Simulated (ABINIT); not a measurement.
# MnSi (Pm-3m) in ABINIT: reference runs

How does MnSi come out in PBE? The cell is run as given.

Program: ABINIT 10.8.3 (patched build). These are calculated values, not measurements. Logs are shortened: lines on timing, memory, paths and dates and some standing lists are left out, and cuts for length are marked. The log counts tension as positive stress, the text compression.

## 1. The structure

Symmetry: Pm-3m, No. 221, cubic system. The conventional cell has a = 3.072 Å, b = 3.072 Å, c = 3.072 Å, α = 90.00°, β = 90.00°, γ = 90.00°. Around Mn (site symmetry m-3m) lie 8 Si at 2.66 Å. Around Si (site symmetry m-3m) lie 8 Mn at 2.66 Å.

The cell was built by a generator and needn't be a form met in nature.

## 2. Single point, PBE, collinear spin, ferromagnetic start

Contents of run.abi:

```
# Pseudopotentials
pp_dirpath "./"
pseudos "Mn.GGA_PBE-JTH.xml, Si.GGA_PBE-JTH.xml"

# Structure
acell 3.07218072 3.07218072 3.07218072 Angstrom
rprim
     1.0000000000     0.0000000000     0.0000000000
     0.0000000000     1.0000000000     0.0000000000
     0.0000000000     0.0000000000     1.0000000000
ntypat 2
znucl 25 14
natom 2
typat 1 2
xred
     0.0000000000     0.0000000000     0.0000000000
     0.5000000000     0.5000000000     0.5000000000

# Plane-wave basis
ecut 26.0
pawecutdg 48.0
pawxcdev 0

# k points
kptopt 1
ngkpt 9 9 9
nshiftk 1
shiftk 0.0 0.0 0.0

# Exchange and correlation
ixc 11

# Bands and occupations
nband 15
occopt 3
tsmear 0.00183747

# Spin
nsppol 2
spinat
     0.0000000000     0.0000000000     4.0000000000
     0.0000000000     0.0000000000     0.0000000000

# SCF cycle
nstep 100
tolvrs 1.0e-9

# Output
iomode 3
prtwf 0
prtden 0
prteig 0
prtebands 0
enunit 2
```

Potentials or basis: JTH PAW PBE v2.0.

On the command line:

```bash
$ abinit run.abi > log 2>&1
```

run.abo:

```text
.Version 10.8.3 of ABINIT
 Symmetries : space group Pm -3 m (#221); Bravais cP (primitive cubic)
================================================================================
 Values of the parameters that define the memory need of the present run
     intxc =       0    ionmov =       0      iscf =      17    lmnmax =      18
     lnmax =       6     mgfft =      30  mpssoang =       3    mqgrid =    3001
     natom =       2  nloc_mem =       2    nspden =       2   nspinor =       1
    nsppol =       2      nsym =      48    n1xccc =       1    ntypat =       2
    occopt =       3   xclevel =       2
       mpw =        1264          nfft =       27000          nkpt =          35
 PAW method is used; the additional fine FFT grid is defined by:
   mgfftf=        40    nfftf =     64000
================================================================================
================================================================================

--------------------------------------------------------------------------------
------------- Echo of variables that govern the present computation ------------
--------------------------------------------------------------------------------
 -outvars: echo values of preprocessed input variables --------
            acell      5.8055801701E+00  5.8055801701E+00  5.8055801701E+00 Bohr
              amu      5.49380500E+01  2.80855000E+01
             ecut      2.60000000E+01 Hartree
           enunit           2
              ixc          11
         kptrlatt        9    0    0      0    9    0      0    0    9
          kptrlen      5.22502215E+01
            natom           2
            nband          15
            ngfft          30      30      30
          ngfftdg          40      40      40
             nkpt          35
           nspden           2
           nsppol           2
            nstep         100
             nsym          48
           ntypat           2
           occopt           3
        pawecutdg      4.80000000E+01 Hartree
         pawxcdev           0
           prtden           0
        prtebands           0
           prteig           0
            prtwf           0
          spgroup         221
           spinat      0.0000000000E+00  0.0000000000E+00  4.0000000000E+00
                       0.0000000000E+00  0.0000000000E+00  0.0000000000E+00
           tolvrs      1.00000000E-09
           tsmear      1.83747000E-03 Hartree
            typat      1  2
           useylm           1
           xangst      0.0000000000E+00  0.0000000000E+00  0.0000000000E+00
                       1.5360903600E+00  1.5360903600E+00  1.5360903600E+00
            xcart      0.0000000000E+00  0.0000000000E+00  0.0000000000E+00
                       2.9027900850E+00  2.9027900850E+00  2.9027900850E+00
             xred      0.0000000000E+00  0.0000000000E+00  0.0000000000E+00
                       5.0000000000E-01  5.0000000000E-01  5.0000000000E-01
            znucl       25.00000   14.00000

================================================================================

 chkinp: Checking input parameters for consistency.

================================================================================
== DATASET  1 ==================================================================

--- !DatasetInfo
iteration_state: {dtset: 1, }
dimensions: {natom: 2, nkpt: 35, mband: 15, nsppol: 2, nspinor: 1, nspden: 2, mpw: 1264, }
cutoff_energies: {ecut:  26.0, pawecutdg:  48.0, }
electrons: {nelect:   1.90000000E+01, charge:   0.00000000E+00, occopt:   3.00000000E+00, tsmear:   1.83747000E-03, }
meta: {optdriver: 0, ionmov: 0, optcell: 0, iscf: 17, paral_kgb: 0, }
...

 Exchange-correlation functional for the present dataset will be:
  GGA: Perdew-Burke-Ernzerhof functional - ixc=11
  J.P.Perdew, K.Burke, M.Ernzerhof, PRL 77, 3865 (1996)

 Real(R)+Recip(G) space primitive vectors, cartesian coordinates (Bohr,Bohr^-1):
 R(1)=  5.8055802  0.0000000  0.0000000  G(1)=  0.1722481  0.0000000  0.0000000
 R(2)=  0.0000000  5.8055802  0.0000000  G(2)=  0.0000000  0.1722481  0.0000000
 R(3)=  0.0000000  0.0000000  5.8055802  G(3)=  0.0000000  0.0000000  0.1722481
 Unit cell volume ucvol=  1.9567569E+02 bohr^3
 Angles (23,13,12)=  9.00000000E+01  9.00000000E+01  9.00000000E+01 degrees

 Coarse grid specifications (used for wave-functions):

 getcut: wavevector=  0.0000  0.0000  0.0000  ngfft=  30  30  30
         ecut(hartree)=     26.000   => boxcut(ratio)=   2.25125

[... 103 lines left out ...]
...

 Integrated electronic and magnetization densities in atomic spheres:
 ------------------------------------------------------------------------------------------------------------
 Radius=ratsph(iatom), smearing ratsm=  0.0000. Diff(up-dn)=approximate z local magnetic moment.
    Atom    Radius    up_density   dn_density  Total(up+dn)  Diff(up-dn)
    1 Mn   2.11192     7.470771     5.707766     13.178538     1.763005
    2 Si   1.90945     0.668634     0.763828      1.432462    -0.095194
 ------------------------------------------------------------------------------------------------------------
  Sum:                 8.139405     6.471594     14.611000     1.667811
 Total magnetization (from the atomic spheres):                1.667811
 Total magnetization (exact up - dn):                          1.641984

================================================================================

 ----iterations are completed or convergence reached----

 Mean square residual over all n,k,spin=   23.960E-09; max=  90.065E-07
 reduced coordinates (array xred) for    2 atoms
       0.000000000000      0.000000000000      0.000000000000
       0.500000000000      0.500000000000      0.500000000000
 rms dE/dt=  0.0000E+00; max dE/dt=  0.0000E+00; dE/dt below (all hartree)
    1       0.000000000000      0.000000000000      0.000000000000
    2       0.000000000000      0.000000000000      0.000000000000

 cartesian coordinates (angstrom) at end:
    1      0.00000000000000     0.00000000000000     0.00000000000000
    2      1.53609036000000     1.53609036000000     1.53609036000000

 cartesian forces (hartree/bohr) at end:
    1     -0.00000000000000    -0.00000000000000    -0.00000000000000
    2     -0.00000000000000    -0.00000000000000    -0.00000000000000
 frms,max,avg= 0.0000000E+00 0.0000000E+00   0.000E+00  0.000E+00  0.000E+00 h/b

 cartesian forces (eV/Angstrom) at end:
    1     -0.00000000000000    -0.00000000000000    -0.00000000000000
    2     -0.00000000000000    -0.00000000000000    -0.00000000000000
 frms,max,avg= 0.0000000E+00 0.0000000E+00   0.000E+00  0.000E+00  0.000E+00 e/A
 length scales=  5.805580170094  5.805580170094  5.805580170094 bohr
              =  3.072180720000  3.072180720000  3.072180720000 angstroms
 Fermi (or HOMO) energy (hartree) =   0.30340   Average Vxc (hartree)=  -0.42248
 Magnetization (Bohr magneton)=  1.64199240E+00
 Total spin up =  1.03209962E+01   Total spin down =  8.67900380E+00
 Eigenvalues (hartree) for nkpt=  35  k points, SPIN UP:
 kpt#   1, nband= 15, wtk=  0.00137, kpt=  0.0000  0.0000  0.0000 (reduced coord)
  -2.63577   -1.48651   -1.48651   -1.48651   -0.12265    0.20510    0.20510    0.26899
   0.26899    0.26899    0.39575    0.39575    0.39575    0.57961    0.57961
      occupation numbers for kpt#   1
   1.00000    1.00000    1.00000    1.00000    1.00000    1.00000    1.00000    1.00000
   1.00000    1.00000    0.00000    0.00000    0.00000    0.00000    0.00000
 prteigrs : prtvol=0 or 1, do not print more k-points.

 Eigenvalues (hartree) for nkpt=  35  k points, SPIN DOWN:
 kpt#   1, nband= 15, wtk=  0.00137, kpt=  0.0000  0.0000  0.0000 (reduced coord)
  -2.56371   -1.41599   -1.41599   -1.41599   -0.12541    0.24529    0.24529    0.33584
   0.33584    0.33584    0.39247    0.39247    0.39247    0.58974    0.58974
      occupation numbers for kpt#   1
   1.00000    1.00000    1.00000    1.00000    1.00000    1.00000    1.00000    0.00000
   0.00000    0.00000    0.00000    0.00000    0.00000    0.00000    0.00000
 prteigrs : prtvol=0 or 1, do not print more k-points.

 Fermi (or HOMO) energy (eV) =   8.25581   Average Vxc (eV)= -11.49633
 Eigenvalues (   eV  ) for nkpt=  35  k points, SPIN UP:
 kpt#   1, nband= 15, wtk=  0.00137, kpt=  0.0000  0.0000  0.0000 (reduced coord)
 -71.72290  -40.44997  -40.44997  -40.44997   -3.33757    5.58113    5.58113    7.31960
   7.31960    7.31960   10.76897   10.76897   10.76897   15.77209   15.77209
 prteigrs : prtvol=0 or 1, do not print more k-points.

 Eigenvalues (   eV  ) for nkpt=  35  k points, SPIN DOWN:
 kpt#   1, nband= 15, wtk=  0.00137, kpt=  0.0000  0.0000  0.0000 (reduced coord)
 -69.76211  -38.53113  -38.53113  -38.53113   -3.41249    6.67479    6.67479    9.13870
   9.13870    9.13870   10.67977   10.67977   10.67977   16.04769   16.04769
 prteigrs : prtvol=0 or 1, do not print more k-points.

--- !EnergyTerms
iteration_state     : {dtset: 1, }
comment             : Components of total free energy in Hartree
kinetic             :  1.41951881740253E+01
hartree             :  2.97476596599613E+01
xc                  : -6.10487165738849E+00
Ewald energy        : -6.71785580514636E+01
psp_core            :  3.35706194061035E+00
local_psp           : -7.62599827899586E+01
PAW spherical_terms : -6.55291809443608E+00
internal            : -1.08796420818650E+02
'-kT*entropy'       : -1.12630578991100E-03
total_energy        : -1.08797547124440E+02
total_energy_eV     : -2.96053207741845E+03
...

--- !EnergyTermsDC
iteration_state     : {dtset: 1, }
comment             : '"Double-counting" decomposition of free energy'
band_energy         : -1.19136114227195E+01
Ewald energy        : -6.71785580514636E+01
psp_core            :  3.35706194061035E+00
xc_dc               : -2.93098733511395E+01
PAW spherical_terms : -3.75143341595476E+00
internal            : -1.08796414300667E+02
'-kT*entropy'       : -1.12630578991100E-03
total_energy_dc     : -1.08797540606457E+02
total_energy_dc_eV  : -2.96053190005510E+03
...

--- !EnergyTermsWithPAWCore
iteration_state     : {dtset: 1, }
comment             : 'Components of total free energy, including PAW core contributions'
Total energy        : -1.44866644801177E+03
Total energy DC     : -1.44866644149378E+03
Total energy (eV)   : -3.94202222584415E+04
Total energy DC (eV): -3.94202220810782E+04
...

 Cartesian components of stress tensor (hartree/bohr^3)
  sigma(1 1)=  8.67936063E-04  sigma(3 2)=  0.00000000E+00
  sigma(2 2)=  8.67936063E-04  sigma(3 1)=  0.00000000E+00
  sigma(3 3)=  8.67936063E-04  sigma(2 1)=  0.00000000E+00

-Cartesian components of stress tensor (GPa)         [Pressure= -2.5536E+01 GPa]
- sigma(1 1)=  2.55355606E+01  sigma(3 2)=  0.00000000E+00
- sigma(2 2)=  2.55355606E+01  sigma(3 1)=  0.00000000E+00
- sigma(3 3)=  2.55355606E+01  sigma(2 1)=  0.00000000E+00

== END DATASET(S) ==============================================================
================================================================================

 -outvars: echo values of variables after computation  --------
            acell      5.8055801701E+00  5.8055801701E+00  5.8055801701E+00 Bohr
           etotal     -1.0879754061E+02
            fcart     -0.0000000000E+00 -0.0000000000E+00 -0.0000000000E+00
                      -0.0000000000E+00 -0.0000000000E+00 -0.0000000000E+00
           strten      8.6793606297E-04  8.6793606297E-04  8.6793606297E-04
                       0.0000000000E+00  0.0000000000E+00  0.0000000000E+00
           xangst      0.0000000000E+00  0.0000000000E+00  0.0000000000E+00
                       1.5360903600E+00  1.5360903600E+00  1.5360903600E+00
             xred      0.0000000000E+00  0.0000000000E+00  0.0000000000E+00
                       5.0000000000E-01  5.0000000000E-01  5.0000000000E-01
 Calculation completed.
```

Wall time 94 s (1 thread of Intel Xeon Platinum 8488C (Sapphire Rapids), shared host); peak memory 0.15 GiB.

What came out:

| Quantity | Value |
| --- | --- |
| Free energy | -2960.5319 eV |
| Pressure | -25.5 GPa |
| Band gap on the k mesh | none (metal or under the smearing width) |
| Net moment | 1.64 μB per cell |
| Site moments | Mn +1.76; Si -0.10 μB |
| Valence electrons inside the program's atomic spheres | Mn 13.18; Si 1.43 |

Levels at points of the mesh, in eV from the Fermi level:
Spin up:
```
           k point  band 6  band 7  band 8  band 9  band 10  band 11  band 12  band 13  band 14  band 15
(0.00, 0.00, 0.00)   -2.67   -2.67   -0.94   -0.94    -0.94     2.51     2.51     2.51     7.52     7.52
```
Spin down:
| k point | band 7 | band 8 | band 9 | band 10 | band 11 | band 12 |
| --- | --- | --- | --- | --- | --- | --- |
| (0.00, 0.00, 0.00) | -1.58 | 0.88 | 0.88 | 0.88 | 2.42 | 2.42 |

Caveat: so large a pressure means that the cell lies far from this level's equilibrium, or that cutoff or potentials fall short.
